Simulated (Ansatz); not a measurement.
Band table of SnTe

```
CELL_PARAMETERS angstrom
0.00000 3.15650 3.15650
3.15650 0.00000 3.15650
3.15650 3.15650 0.00000
ATOMIC_POSITIONS crystal
Sn 0.00000 0.00000 0.00000
Te 0.50000 0.50000 0.50000
```

Atom numbers follow the list: Sn1, Te2.

The cell is COD entry 9008726, as deposited and not checked against the literature; nothing was relaxed.

Spin–orbit coupling is left out, though it moves levels of the heavy atoms by tenths of an eV or more.

Method: Ansatz 0.2.0, DFT, PBE, all-electron LAPW, scalar-relativistic.

Numerical set-up: a Γ-centred 11×11×11 k mesh, Fermi–Dirac smearing of 0.08 eV, basis error target 0.25 meV/atom, no spin polarisation.

Path points, in fractions of the reciprocal vectors: Γ (0.000, 0.000, 0.000), X (0.500, 0.000, 0.500), U (0.625, 0.250, 0.625), K (0.375, 0.375, 0.750), L (0.500, 0.500, 0.500), W (0.500, 0.250, 0.750). Levels in eV from the valence-band top; bands 14 to 26, counted from the lowest band of the run. The gap is 0.08 eV, direct at L (0.5, 0.5, 0.5) (so small a gap may close at points that the mesh and path miss).

```
# k(1/Å) point b14 b15 b16 b17 b18 b19 b20 b21 b22 b23 b24 b25 b26
0.000 Γ -21.92 -21.92 -21.92 -21.92 -21.92 -12.78 -4.72 -2.15 -2.15 -2.15 3.32 3.32 3.32
0.071 - -21.92 -21.92 -21.92 -21.92 -21.92 -12.77 -4.81 -2.18 -2.18 -2.02 3.06 3.32 3.32
0.142 - -21.92 -21.92 -21.92 -21.92 -21.92 -12.73 -5.03 -2.25 -2.25 -1.69 2.45 3.33 3.33
0.213 - -21.93 -21.92 -21.92 -21.92 -21.92 -12.66 -5.32 -2.37 -2.37 -1.26 1.74 3.37 3.37
0.284 - -21.93 -21.92 -21.92 -21.92 -21.92 -12.56 -5.62 -2.53 -2.53 -0.86 1.11 3.44 3.44
0.355 - -21.93 -21.92 -21.92 -21.92 -21.92 -12.44 -5.90 -2.70 -2.70 -0.85 0.93 3.53 3.54
0.427 - -21.93 -21.92 -21.92 -21.92 -21.92 -12.29 -6.15 -2.88 -2.88 -1.36 1.34 3.25 3.68
0.498 - -21.93 -21.92 -21.92 -21.91 -21.91 -12.13 -6.36 -3.05 -3.05 -2.04 2.00 3.01 3.84
0.569 - -21.93 -21.92 -21.92 -21.91 -21.91 -11.96 -6.53 -3.22 -3.22 -2.74 2.75 2.79 4.03
0.640 - -21.94 -21.92 -21.92 -21.91 -21.91 -11.78 -6.64 -3.41 -3.37 -3.37 2.61 3.53 4.23
0.711 - -21.94 -21.92 -21.92 -21.91 -21.91 -11.61 -6.70 -4.03 -3.50 -3.50 2.46 4.32 4.42
0.782 - -21.94 -21.92 -21.92 -21.91 -21.91 -11.45 -6.69 -4.59 -3.60 -3.60 2.34 4.60 4.60
0.853 - -21.94 -21.92 -21.92 -21.91 -21.91 -11.33 -6.63 -5.06 -3.67 -3.67 2.25 4.75 4.75
0.924 - -21.94 -21.92 -21.92 -21.91 -21.91 -11.25 -6.54 -5.41 -3.72 -3.72 2.20 4.85 4.85
0.995 X -21.94 -21.92 -21.92 -21.91 -21.91 -11.22 -6.48 -5.56 -3.74 -3.74 2.19 4.88 4.88
1.020 - -21.94 -21.92 -21.92 -21.91 -21.91 -11.22 -6.49 -5.55 -3.73 -3.73 2.19 4.87 4.87
1.046 - -21.94 -21.92 -21.92 -21.91 -21.91 -11.22 -6.51 -5.55 -3.72 -3.70 2.22 4.82 4.84
1.071 - -21.94 -21.92 -21.92 -21.91 -21.91 -11.22 -6.55 -5.54 -3.71 -3.67 2.26 4.74 4.80
1.096 - -21.94 -21.92 -21.92 -21.91 -21.91 -11.21 -6.60 -5.52 -3.69 -3.62 2.32 4.64 4.73
1.121 - -21.94 -21.92 -21.92 -21.91 -21.91 -11.21 -6.67 -5.50 -3.67 -3.55 2.39 4.52 4.65
1.146 - -21.94 -21.92 -21.92 -21.91 -21.91 -11.21 -6.74 -5.48 -3.64 -3.48 2.48 4.38 4.56
1.171 - -21.94 -21.92 -21.92 -21.91 -21.91 -11.20 -6.82 -5.46 -3.61 -3.40 2.58 4.23 4.46
1.196 - -21.94 -21.92 -21.92 -21.91 -21.91 -11.20 -6.91 -5.43 -3.57 -3.32 2.69 4.07 4.35
1.221 - -21.94 -21.92 -21.92 -21.91 -21.91 -11.19 -6.99 -5.39 -3.53 -3.22 2.81 3.90 4.25
1.247 - -21.94 -21.92 -21.92 -21.91 -21.91 -11.19 -7.08 -5.35 -3.48 -3.13 2.92 3.72 4.15
1.272 - -21.94 -21.92 -21.92 -21.91 -21.91 -11.18 -7.17 -5.31 -3.43 -3.03 3.03 3.54 4.08
1.297 - -21.94 -21.92 -21.92 -21.91 -21.91 -11.18 -7.26 -5.26 -3.37 -2.93 3.09 3.36 4.05
1.322 - -21.94 -21.92 -21.92 -21.91 -21.91 -11.18 -7.34 -5.21 -3.31 -2.82 3.11 3.18 4.08
1.347 U -21.94 -21.92 -21.92 -21.91 -21.91 -11.18 -7.42 -5.16 -3.24 -2.72 3.00 3.06 4.19
1.391 - -21.94 -21.92 -21.92 -21.91 -21.91 -11.19 -7.46 -5.12 -3.32 -2.54 2.67 3.23 4.30
1.434 - -21.94 -21.92 -21.92 -21.91 -21.91 -11.19 -7.49 -5.06 -3.50 -2.24 2.27 3.42 4.48
1.478 - -21.94 -21.92 -21.92 -21.91 -21.91 -11.19 -7.52 -4.98 -3.70 -1.91 1.87 3.62 4.69
1.521 - -21.94 -21.92 -21.92 -21.91 -21.91 -11.19 -7.55 -4.88 -3.90 -1.57 1.48 3.81 4.92
1.565 - -21.94 -21.92 -21.92 -21.91 -21.91 -11.20 -7.56 -4.76 -4.09 -1.25 1.12 4.01 4.86
1.608 - -21.94 -21.93 -21.92 -21.92 -21.91 -11.20 -7.58 -4.63 -4.27 -0.99 0.84 4.20 4.69
1.652 - -21.94 -21.93 -21.92 -21.92 -21.91 -11.20 -7.58 -4.53 -4.38 -0.88 0.73 4.32 4.58
1.695 - -21.94 -21.93 -21.92 -21.92 -21.91 -11.20 -7.58 -4.63 -4.27 -0.99 0.84 4.20 4.69
1.739 - -21.94 -21.92 -21.92 -21.91 -21.91 -11.20 -7.56 -4.76 -4.09 -1.25 1.12 4.01 4.86
1.783 - -21.94 -21.92 -21.92 -21.91 -21.91 -11.19 -7.55 -4.88 -3.90 -1.57 1.48 3.81 4.92
1.826 - -21.94 -21.92 -21.92 -21.91 -21.91 -11.19 -7.52 -4.98 -3.70 -1.91 1.87 3.62 4.69
1.870 - -21.94 -21.92 -21.92 -21.91 -21.91 -11.19 -7.49 -5.06 -3.50 -2.24 2.27 3.42 4.48
1.913 - -21.94 -21.92 -21.92 -21.91 -21.91 -11.19 -7.46 -5.12 -3.32 -2.54 2.67 3.23 4.30
1.957 K -21.94 -21.92 -21.92 -21.91 -21.91 -11.18 -7.42 -5.16 -3.24 -2.72 3.00 3.06 4.19
2.032 - -21.94 -21.92 -21.92 -21.91 -21.91 -11.21 -7.61 -4.98 -3.02 -2.38 2.47 2.72 4.77
2.107 - -21.93 -21.93 -21.92 -21.91 -21.91 -11.27 -7.73 -4.77 -2.76 -2.03 1.96 2.29 4.90
2.183 - -21.93 -21.93 -21.92 -21.92 -21.91 -11.38 -7.75 -4.53 -2.48 -1.67 1.51 1.85 4.59
2.258 - -21.93 -21.93 -21.92 -21.91 -21.91 -11.52 -7.67 -4.27 -2.19 -1.28 1.12 1.42 4.29
2.334 - -21.93 -21.93 -21.92 -21.91 -21.91 -11.69 -7.51 -3.99 -1.93 -0.89 0.83 1.02 4.03
2.409 - -21.93 -21.93 -21.92 -21.92 -21.91 -11.88 -7.27 -3.70 -1.72 -0.51 0.68 0.68 3.80
2.484 - -21.93 -21.93 -21.92 -21.92 -21.91 -12.06 -6.97 -3.41 -1.63 -0.31 0.55 0.72 3.62
2.560 - -21.93 -21.93 -21.92 -21.92 -21.92 -12.24 -6.62 -3.12 -1.65 -0.47 0.83 0.96 3.48
2.635 - -21.93 -21.93 -21.92 -21.92 -21.92 -12.40 -6.24 -2.85 -1.75 -0.79 1.29 1.34 3.39
2.711 - -21.93 -21.92 -21.92 -21.92 -21.92 -12.53 -5.84 -2.62 -1.87 -1.14 1.80 1.81 3.34
2.786 - -21.93 -21.92 -21.92 -21.92 -21.92 -12.64 -5.44 -2.42 -1.98 -1.49 2.31 2.33 3.32
2.861 - -21.92 -21.92 -21.92 -21.92 -21.92 -12.72 -5.09 -2.27 -2.07 -1.81 2.79 2.81 3.32
2.937 - -21.92 -21.92 -21.92 -21.92 -21.92 -12.77 -4.82 -2.18 -2.13 -2.05 3.17 3.18 3.32
3.012 Γ -21.92 -21.92 -21.92 -21.92 -21.92 -12.78 -4.72 -2.15 -2.15 -2.15 3.32 3.32 3.32
3.074 - -21.92 -21.92 -21.92 -21.92 -21.92 -12.77 -4.79 -2.15 -2.15 -2.10 3.25 3.25 3.26
3.135 - -21.92 -21.92 -21.92 -21.92 -21.92 -12.74 -4.98 -2.14 -2.14 -1.96 3.07 3.07 3.08
3.197 - -21.92 -21.92 -21.92 -21.92 -21.92 -12.69 -5.25 -2.13 -2.13 -1.76 2.80 2.80 2.82
3.259 - -21.92 -21.92 -21.92 -21.92 -21.92 -12.61 -5.58 -2.12 -2.12 -1.55 2.50 2.50 2.53
3.320 - -21.93 -21.93 -21.92 -21.92 -21.92 -12.52 -5.94 -2.10 -2.10 -1.34 2.18 2.18 2.22
3.382 - -21.93 -21.93 -21.92 -21.92 -21.92 -12.41 -6.31 -2.07 -2.07 -1.15 1.86 1.86 1.92
3.443 - -21.93 -21.93 -21.92 -21.92 -21.92 -12.29 -6.68 -2.04 -2.04 -0.97 1.56 1.56 1.62
3.505 - -21.93 -21.93 -21.92 -21.92 -21.92 -12.15 -7.04 -2.01 -2.01 -0.81 1.28 1.28 1.34
3.566 - -21.93 -21.93 -21.92 -21.91 -21.91 -12.01 -7.37 -1.97 -1.97 -0.67 1.02 1.02 1.07
3.628 - -21.93 -21.93 -21.92 -21.91 -21.91 -11.86 -7.68 -1.92 -1.92 -0.53 0.80 0.80 0.83
3.690 - -21.93 -21.93 -21.92 -21.91 -21.91 -11.73 -7.94 -1.88 -1.88 -0.40 0.60 0.61 0.61
3.751 - -21.93 -21.93 -21.92 -21.91 -21.91 -11.62 -8.15 -1.85 -1.85 -0.26 0.40 0.48 0.48
3.813 - -21.93 -21.93 -21.92 -21.91 -21.91 -11.54 -8.28 -1.82 -1.82 -0.12 0.21 0.39 0.39
3.874 L -21.93 -21.93 -21.92 -21.91 -21.91 -11.52 -8.32 -1.81 -1.81 0.00 0.08 0.36 0.36
3.924 - -21.93 -21.93 -21.92 -21.91 -21.91 -11.51 -8.32 -1.92 -1.85 -0.20 0.08 0.41 0.68
3.975 - -21.93 -21.93 -21.92 -21.91 -21.91 -11.50 -8.29 -2.17 -1.95 -0.51 0.19 0.62 1.14
4.025 - -21.93 -21.93 -21.92 -21.91 -21.91 -11.48 -8.25 -2.49 -2.13 -0.73 0.26 0.98 1.63
4.075 - -21.93 -21.93 -21.92 -21.91 -21.91 -11.45 -8.20 -2.82 -2.40 -0.87 0.32 1.43 2.12
4.126 - -21.93 -21.93 -21.92 -21.91 -21.91 -11.42 -8.13 -3.15 -2.71 -0.93 0.37 1.91 2.61
4.176 - -21.93 -21.93 -21.92 -21.91 -21.91 -11.38 -8.04 -3.47 -3.04 -0.96 0.43 2.40 3.09
4.226 - -21.93 -21.93 -21.92 -21.91 -21.91 -11.34 -7.95 -3.76 -3.38 -0.95 0.50 2.90 3.55
4.276 - -21.93 -21.93 -21.92 -21.92 -21.91 -11.29 -7.85 -4.03 -3.70 -0.94 0.56 3.38 3.96
4.327 - -21.93 -21.93 -21.92 -21.92 -21.91 -11.25 -7.74 -4.26 -4.00 -0.92 0.63 3.81 4.30
4.377 - -21.93 -21.93 -21.92 -21.92 -21.91 -11.21 -7.63 -4.45 -4.26 -0.90 0.70 4.18 4.52
4.427 - -21.94 -21.93 -21.92 -21.92 -21.91 -11.18 -7.53 -4.61 -4.49 -0.87 0.75 4.43 4.61
4.477 - -21.94 -21.92 -21.92 -21.92 -21.91 -11.16 -7.45 -4.72 -4.66 -0.86 0.80 4.56 4.62
4.528 - -21.94 -21.92 -21.92 -21.92 -21.91 -11.14 -7.39 -4.79 -4.77 -0.84 0.82 4.60 4.62
4.578 W -21.94 -21.92 -21.92 -21.92 -21.91 -11.13 -7.37 -4.81 -4.81 -0.84 0.83 4.61 4.61
4.614 - -21.94 -21.92 -21.92 -21.92 -21.91 -11.14 -7.36 -4.91 -4.71 -0.92 0.93 4.36 4.85
4.649 - -21.94 -21.92 -21.92 -21.91 -21.91 -11.14 -7.33 -5.00 -4.61 -1.13 1.16 4.11 5.07
4.685 - -21.94 -21.92 -21.92 -21.91 -21.91 -11.14 -7.29 -5.08 -4.51 -1.40 1.48 3.86 5.27
4.720 - -21.94 -21.92 -21.92 -21.91 -21.91 -11.15 -7.24 -5.16 -4.41 -1.70 1.84 3.61 5.43
4.756 - -21.94 -21.92 -21.92 -21.91 -21.91 -11.16 -7.17 -5.23 -4.30 -2.00 2.22 3.37 5.32
4.791 - -21.94 -21.92 -21.92 -21.91 -21.91 -11.17 -7.09 -5.30 -4.20 -2.29 2.61 3.15 5.23
4.827 - -21.94 -21.92 -21.92 -21.91 -21.91 -11.18 -7.00 -5.36 -4.11 -2.58 2.94 3.00 5.14
4.862 - -21.94 -21.92 -21.92 -21.91 -21.91 -11.19 -6.90 -5.41 -4.02 -2.84 2.75 3.39 5.07
4.898 - -21.94 -21.92 -21.92 -21.91 -21.91 -11.20 -6.80 -5.45 -3.94 -3.09 2.59 3.76 5.02
4.933 - -21.94 -21.92 -21.92 -21.91 -21.91 -11.21 -6.70 -5.49 -3.87 -3.30 2.45 4.11 4.97
4.969 - -21.94 -21.92 -21.92 -21.91 -21.91 -11.21 -6.61 -5.52 -3.81 -3.48 2.33 4.42 4.93
5.005 - -21.94 -21.92 -21.92 -21.91 -21.91 -11.22 -6.54 -5.54 -3.77 -3.62 2.25 4.66 4.90
5.040 - -21.94 -21.92 -21.92 -21.91 -21.91 -11.22 -6.50 -5.55 -3.74 -3.71 2.20 4.83 4.89
5.076 X -21.94 -21.92 -21.92 -21.91 -21.91 -11.22 -6.48 -5.56 -3.74 -3.74 2.19 4.88 4.88
```
